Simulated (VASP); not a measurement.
Write the native input for VASP 6.6.1 that does the following.

```
Task                   : relaxation of the atoms
Functional             : r2SCAN
Potentials or basis    : VASP PAW PBE potentials, release 64 (Mo_sv)
Cutoff                 : 600 eV
k mesh                 : 16 × 16 × 16
Occupations            : methfessel-paxton, width 0.1 eV
Spin                   : no spin polarisation
Further INCAR settings : ALGO = Normal; EDIFF = 1e-07; IBRION = 2; EDIFFG = -0.01; NSW = 40
```

The structure of Mo lies in POSCAR:

```
Mo                                      
1.0
   -1.5767947528      1.5767947528      1.5767947528
    1.5767947528     -1.5767947528      1.5767947528
    1.5767947528      1.5767947528     -1.5767947528
  Mo            
     1
Direct
     0.0000000000000000    0.0000000000000000    0.0000000000000000
```

The input as run:

INCAR

```
PREC = Accurate
ENCUT = 600
EDIFF = 1E-7
ISMEAR = 1
SIGMA = 0.1
LREAL = False
LASPH = True
NELM = 80
ALGO = Normal
ISIF = 2
LWAVE = False
LCHARG = False
METAGGA = R2SCAN
LMIXTAU = True
IBRION = 2
NSW = 40
EDIFFG = -0.01
```

KPOINTS

```
regular mesh
0
Gamma
  16 16 16
```

Potentials or basis: VASP PAW PBE potentials, release 64 (Mo_sv).

The run is started by

```console
$ cat potpaw_PBE.64/Mo_sv/POTCAR > POTCAR
$ mpirun -np 1 vasp_std > vasp.out
```

It gave:

```json
{
 "Pressure after relaxing": "0.0 GPa",
 "Band gap on the k mesh": "none (metal or under the smearing width)"
}
```

Caveat: the relaxation stopped at its first step, so nothing moved; the PAW data sets were made with another functional, which shifts forces and pressure a little.

It took 100 s on 1 thread of AMD EPYC 9R45 96-Core Processor (Zen 5) (shared host), peak memory 0.14 GiB.
